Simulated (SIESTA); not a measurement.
Runs of SIESTA 5.4.2 on NiO. It takes space group Fm-3m (No. 225, cubic). Conventional cell: a = 4.172 Å, b = 4.172 Å, c = 4.172 Å, α = 90.00°, β = 90.00°, γ = 90.00°. Around Ni (site symmetry m-3m) lie 6 O at 2.09 Å. O (site symmetry m-3m) has 6 Ni at 2.09 Å as nearest neighbours. 

```csv
task,potentials or basis,cell,gap on the mesh (eV),pressure (GPa),moment (μB)
band structure,"PseudoDojo 0.4 standard (PBEsol files), TZP (energy shift 0.003 Ry; two zetas on semicore shells)",as given,none,-7.7,1.44
band structure,"PseudoDojo 0.4 standard (PBEsol files), DZP (energy shift 0.003 Ry; two zetas on semicore shells)",as given,none,-6.7,1.43
band structure,"PseudoDojo 0.4 standard (PBEsol files), SZP (energy shift 0.003 Ry)",as given,none,-0.1,(b)
band structure,"PseudoDojo 0.4 standard (PBEsol files), SZ (energy shift 0.003 Ry)",as given,none,(a),0.30
single point,"PseudoDojo 0.4 standard (PBEsol files), DZP (energy shift 0.003 Ry; two zetas on semicore shells)","atoms moved at random, drawn with an rms of 0.05 Å",none,-6.0,1.47
band structure,"PseudoDojo 0.4 standard (PBEsol files), DZ (energy shift 0.003 Ry; two zetas on semicore shells)",as given,none,-10.6,1.50
single point,"PseudoDojo 0.4 standard (PBEsol files), DZP (energy shift 0.003 Ry; two zetas on semicore shells)",as given,none,-6.7,1.43
```

Alike in all rows: level PBEsol; spin collinear, ferromagnetic start; k mesh 11 × 11 × 11; smearing fermi-dirac 0.05 eV; grid cutoff 800 Ry; energy shift 0.003 Ry.

Question: Fill in the values left out.

Answer: (a) -3.9; (b) 1.30.

Caveats: short orbitals over semicore shells can move pressures by several GPa; the basis of atomic orbitals isn't converged, which shifts pressures, moduli and gaps; semilocal functionals often make such compounds metallic where correlation or magnetic order opens a gap, which also shifts bond lengths; a cell with one magnetic atom can't hold antiferromagnetic order, which such compounds often take (some runs); the basis has no polarisation orbitals (some runs).

A gap of «none» marks a metal or a gap under the smearing width.

Runs at the PBE level aren't shown here.
